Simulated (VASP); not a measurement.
# TaSi (Pm-3m) in VASP: further runs, part 2 of 2

VASP 6.6.1. The steps go on from the part before.

## Step 4: Single point, PBE (random cell by space group and Wyckoff sites (Pm-3m, No. 221))

Input file INCAR:

```
  PREC = Accurate
  ENCUT = 520
  EDIFF = 1E-7
  ISMEAR = 0
  SIGMA = 0.1
  LREAL = False
  LASPH = True
  NELM = 100
  ALGO = Normal
  ISIF = 2
  LWAVE = False
  LCHARG = False
  GGA = PE
  NBANDS = 14
```

Input file KPOINTS:

```
regular mesh
0
Gamma
  6 6 6
```

Input file POSCAR:

```
TaSi
1.0
    3.1545746912      0.0000000000      0.0000000000
    0.0000000000      3.1545746912      0.0000000000
    0.0000000000      0.0000000000      3.1545746912
Ta Si
1 1
Direct
    0.5000000000      0.5000000000      0.5000000000
    0.0000000000      0.0000000000      0.0000000000
```

Run with:

```
> cat potpaw_PBE.64/Ta_pv/POTCAR potpaw_PBE.64/Si/POTCAR > POTCAR
> mpirun -np 1 vasp_std > vasp.out
```

Wall time 4 s (1 thread of Intel Xeon Platinum 8488C (Sapphire Rapids), shared host); peak memory 0.13 GiB.

It converged, with:

| Item | Value |
| --- | --- |
| Free energy | -17.4455 eV |
| Pressure | 0.0 GPa |
| Band gap on the k mesh | none (metal or under the smearing width) |

Levels at points of the mesh, in eV from the Fermi level:
| k point | band 5 | band 6 | band 7 | band 8 | band 9 | band 10 |
| --- | --- | --- | --- | --- | --- | --- |
| (0.00, 0.00, 0.00) | -2.76 | -2.76 | 2.27 | 2.27 | 2.27 | 2.77 |
| (0.50, 0.00, 0.00) | -7.25 | -1.51 | -1.06 | -1.06 | 3.35 | 4.82 |
| (0.50, 0.50, 0.00) | -3.26 | -3.26 | -2.92 | 0.51 | 0.51 | 4.70 |
| (0.50, 0.50, 0.50) | -5.28 | -5.28 | -3.96 | 3.29 | 3.29 | 3.29 |

Spin-orbit coupling is left out, which matters for the levels of Ta.

## Step 5: Relaxation of cell and atoms, PBE (random cell by space group and Wyckoff sites (Pm-3m, No. 221))

Input file INCAR:

```
SYSTEM = TaSi
PREC     = Accurate       ! precision mode
ENCUT    = 600            ! plane-wave cutoff, eV
EDIFF    = 1E-7           ! SCF threshold, eV
ISMEAR   = 0              ! smearing method
SIGMA    = 0.1            ! smearing width, eV
LREAL    = .False.        ! projectors in reciprocal space
LASPH    = .True.         ! aspherical terms in the spheres
NELM     = 80             ! most SCF steps
ALGO     = Normal         ! electronic algorithm
ISIF     = 3              ! what is computed and relaxed
LWAVE    = .False.        ! write WAVECAR
LCHARG   = .False.        ! write CHGCAR
GGA      = PE             ! functional
IBRION   = 2              ! ionic algorithm
NSW      = 90             ! ionic steps
EDIFFG   = -0.04          ! ionic threshold
```

Input file KPOINTS:

```
regular mesh
0
Gamma
  6 6 6
  0 0 0
```

Input file POSCAR:

```
TaSi
1.0
    3.3769839300      0.0000000000      0.0000000000
    0.0000000000      3.3769839300      0.0000000000
    0.0000000000      0.0000000000      3.3769839300
Ta Si
1 1
Direct
    0.5000000000      0.5000000000      0.5000000000
    0.0000000000      0.0000000000      0.0000000000
```

Potentials or basis: VASP PAW PBE potentials, release 64 (Ta_pv, Si).

Run with:

```
> cat potpaw_PBE.64/Ta_pv/POTCAR potpaw_PBE.64/Si/POTCAR > POTCAR
> mpirun -np 1 vasp_std > vasp.out
```

OUTCAR:

```text
SYSTEM = TaSi
   PREC = Accurate
   ENCUT = 600
   EDIFF = 1E-7
   ISMEAR = 0
   LREAL = .False.
   LASPH = .True.
   NELM = 80
   ISIF = 3
   GGA = PE
   IBRION = 2
   NSW = 90
   EDIFFG = -0.04

 ion  position               nearest neighbor table
   1  0.500  0.500  0.500-   2 2.92   2 2.92   2 2.92   2 2.92   2 2.92   2 2.92   2 2.92   2 2.92

   2  0.000  0.000  0.000-   1 2.92   1 2.92   1 2.92   1 2.92   1 2.92   1 2.92   1 2.92   1 2.92

  LATTYP: Found a simple cubic cell.
 ALAT       =     3.3769839300

  Lattice vectors:

 A1 = (   3.3769839300,   0.0000000000,   0.0000000000)
 A2 = (   0.0000000000,   3.3769839300,   0.0000000000)
 A3 = (   0.0000000000,   0.0000000000,   3.3769839300)

Analysis of symmetry for initial positions (statically):
=====================================================================
 Subroutine PRICEL returns:
 Original cell was already a primitive cell.

[... 219 lines left out ...]
      6       6.8327      2.00000
      7      14.1500      0.00000
      8      14.1500      0.00000
      9      14.1500      0.00000
     10      14.5541      0.00000
     11      14.5541      0.00000
[... 371 lines left out ...]
--------------------------------------- Ionic step        5  -------------------------------------------

 number of electron      14.9999999 magnetization

 Free energy of the ion-electron system (eV)
  ---------------------------------------------------
  ext. energy  EPLUGINS =         0.00000000
  ---------------------------------------------------
  free energy    TOTEN  =       -17.44664445 eV

  energy without entropy =      -17.44033338  energy(sigma->0) =      -17.44348891

 E-fermi :   8.0070     XC(G=0): -12.1406

 val. band max:        7.9730210225   @ k =   0.5000   0.3333   0.0000
 cond. band min:       8.0649665612   @ k =   0.3333   0.3333   0.0000
 fundamental gap:      0.0919455388
 Fermi energy:         8.0070350285

 k-point     1 :       0.0000    0.0000    0.0000
  band No.  band energies     occupation
      1     -26.0855      2.00000
      2     -26.0855      2.00000
      3     -26.0855      2.00000
      4      -3.8648      2.00000
      5       5.2446      2.00000
      6       5.2446      2.00000
      7      10.2775      0.00000
      8      10.2775      0.00000
      9      10.2775      0.00000
     10      10.7802      0.00000
     11      10.7802      0.00000
[... 293 lines left out ...]
  FREE ENERGIE OF THE ION-ELECTRON SYSTEM (eV)
  ---------------------------------------------------
  free  energy   TOTEN  =       -17.4466444477 eV

  energy  without entropy=      -17.4403333807  energy(sigma->0) =      -17.44348891

 reached required accuracy - stopping structural energy minimisation
```

OSZICAR:

```text
N       E                     dE             d eps       ncg     rms          rms(c)
DAV:   1     0.709018717544E+02    0.70902E+02   -0.84393E+03   440   0.132E+03
DAV:   2    -0.151003204807E+02   -0.86002E+02   -0.83055E+02   470   0.284E+02
DAV:   3    -0.179105682753E+02   -0.28102E+01   -0.24991E+01   619   0.412E+01
[... 52 lines left out ...]
DAV:   3    -0.174466556237E+02    0.15402E-03   -0.41476E-04   571   0.220E-01    0.265E-02
DAV:   4    -0.174466430332E+02    0.12590E-04   -0.60203E-05   500   0.606E-02    0.871E-03
DAV:   5    -0.174466433993E+02   -0.36610E-06   -0.67998E-06   496   0.254E-02    0.957E-03
DAV:   6    -0.174466445409E+02   -0.11416E-05   -0.75908E-07   473   0.694E-03    0.525E-04
DAV:   7    -0.174466444477E+02    0.93248E-07   -0.15417E-08   232   0.112E-03
   5 F= -.17446644E+02 E0= -.17443489E+02  d E =-.654595E+00
```

CONTCAR:

```text
TaSi
   1.00000000000000
     3.1542816093209161   -0.0000000000000000    0.0000000000000000
     0.0000000000000000    3.1542816093209161   -0.0000000000000000
    -0.0000000000000000   -0.0000000000000000    3.1542816093209161
  Ta              Si
     1     1
Direct
     0.5000000000000000    0.5000000000000000    0.5000000000000000
     0.0000000000000000    0.0000000000000000    0.0000000000000000

  0.00000000E+00  0.00000000E+00  0.00000000E+00
  0.00000000E+00  0.00000000E+00  0.00000000E+00
```

Run time: 23 s. Hardware: 1 thread of Intel Xeon Platinum 8488C (Sapphire Rapids), shared host; peak memory 0.17 GiB.

Results:

| Property | Result |
| --- | --- |
| Free energy | -17.4466 eV |
| Relaxed volume | 15.69 Å³/atom |
| Relaxed cell | a = 3.154 Å, b = 3.154 Å, c = 3.154 Å, α = 90.00°, β = 90.00°, γ = 90.00° |
| Space group after relaxing (to 0.05 Å) | Pm-3m (No. 221) |
| Energy gained by relaxing | 327.3 meV/atom |
| Ionic steps | 5 |
| Pressure after relaxing | 0.1 GPa |
| Band gap on the k mesh | none (metal or under the smearing width) |

The path:
| step | energy change (eV) | largest force (eV/Å) | pressure (GPa) | volume (Å³) |
| --- | --- | --- | --- | --- |
| 1 | 0.0000 | 0.0000 | -24.58 | 38.51 |
| 2 | 0.7832 | 0.0000 | 79.06 | 24.28 |
| 3 | -0.6506 | 0.0000 | -2.69 | 31.87 |
| 4 | -0.6543 | 0.0000 | -0.69 | 31.51 |
| 5 | -0.6546 | 0.0000 | 0.08 | 31.38 |

Final structure:
```cif
data_structure
_symmetry_space_group_name_H-M 'P 1'
_symmetry_Int_Tables_number 1
_cell_length_a 3.1543
_cell_length_b 3.1543
_cell_length_c 3.1543
_cell_angle_alpha 90.000
_cell_angle_beta 90.000
_cell_angle_gamma 90.000
_cell_volume 31.38
loop_
_atom_site_label
_atom_site_type_symbol
_atom_site_fract_x
_atom_site_fract_y
_atom_site_fract_z
_atom_site_occupancy
Ta1 Ta 0.50000 0.50000 0.50000 1
Si1 Si 0.00000 0.00000 0.00000 1
```

Levels at points of the mesh, in eV from the Fermi level:
| k point | band 5 | band 6 | band 7 | band 8 | band 9 | band 10 |
| --- | --- | --- | --- | --- | --- | --- |
| (0.00, 0.00, 0.00) | -2.76 | -2.76 | 2.27 | 2.27 | 2.27 | 2.77 |
| (0.50, 0.00, 0.00) | -7.25 | -1.51 | -1.06 | -1.06 | 3.35 | 4.82 |
| (0.50, 0.50, 0.00) | -3.26 | -3.26 | -2.92 | 0.51 | 0.51 | 4.70 |
| (0.50, 0.50, 0.50) | -5.28 | -5.28 | -3.96 | 3.29 | 3.29 | 3.29 |

Caveat: the volume moved by over 15 % at a fixed basis, so the end points are rough. The run has no spin-orbit coupling, so splittings on Ta are missing.

## Step 6: The runs side by side

| task | cell | k mesh | cutoff (eV) | gap on the mesh (eV) | pressure (GPa) |
| --- | --- | --- | --- | --- | --- |
| single point | random cell by space group and Wyckoff sites (Pm-3m, No. 221) | 18 × 18 × 18 | 520 | none | 0.1 |
| relaxation of cell and atoms | relaxed from: random cell by space group and Wyckoff sites (Pm-3m, No. 221) | 18 × 18 × 18 | 600 | none | -0.1 |
| single point | random cell by space group and Wyckoff sites (Pm-3m, No. 221) | 6 × 6 × 6 | 520 | none | 0.0 |
| relaxation of cell and atoms | relaxed from: random cell by space group and Wyckoff sites (Pm-3m, No. 221) | 6 × 6 × 6 | 600 | none | 0.1 |

Alike in all rows: level PBE; potentials or basis VASP PAW PBE potentials, release 64 (Ta_pv, Si); no spin polarisation; smearing gaussian 0.1 eV.

Caveats: the relaxation stopped at its first step, so nothing moved (some runs); the volume moved by over 15 % at a fixed basis, so the end points are rough (some runs).

Absolute energies hang on the potentials; compare differences alone.
